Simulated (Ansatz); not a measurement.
Ti:

```xyz
1
Lattice="0.0000 2.0300 2.0300 2.0300 0.0000 2.0300 2.0300 2.0300 0.0000" Properties=species:S:1:pos:R:3 pbc="T T T"
Ti    0.0000    0.0000    0.0000
```

This isn't the form of Ti at room conditions, which is hcp.

| Item | Value |
| --- | --- |
| Program | Ansatz 0.2.0 |
| Task | relaxation of cell and atoms |
| Functional | BLYP |
| Potentials or basis | Ansatz PAW |
| Cutoff | 420 eV (not typed: the program's choice for these potentials) |
| k mesh | 11 × 11 × 11 |
| Occupations | fermi-dirac, width 0.05 eV |
| Spin | no spin polarisation |

At the start: volume 16.73 Å³/atom.

Problem. How do energy, volume and symmetry change on relaxing?

Solution. It ends after 7 steps and the volume is 17.74 Å³/atom (+6.1 %); space group Fm-3m (No. 225, to 0.05 Å).

The path:
```csv
step,energy change (eV),largest force (eV/Å),volume (Å³)
1,0.0000,0.0000,16.73
2,-0.0101,0.0000,18.49
3,-0.0197,0.0000,17.79
4,-0.0198,0.0000,17.73
5,-0.0200,0.0000,17.73
6,-0.0200,0.0000,17.74
7,-0.0200,0.0000,17.74
```

Final structure:
```yaml
crystal:
  lattice:
    - [0.00000, 2.07015, 2.07015]
    - [2.07015, 0.00000, 2.07015]
    - [2.07015, 2.07015, 0.00000]
  atoms:
    - { symbol: Ti, position: [0.00000, 0.00000, 0.00000] }
```

Caveat: the plane-wave basis is chosen anew once the cell has moved, so the energies of steps on either side of that aren't comparable; the PAW data sets come from PBE, with cores solved anew for the run's functional, which leaves a small shift of forces and pressure.
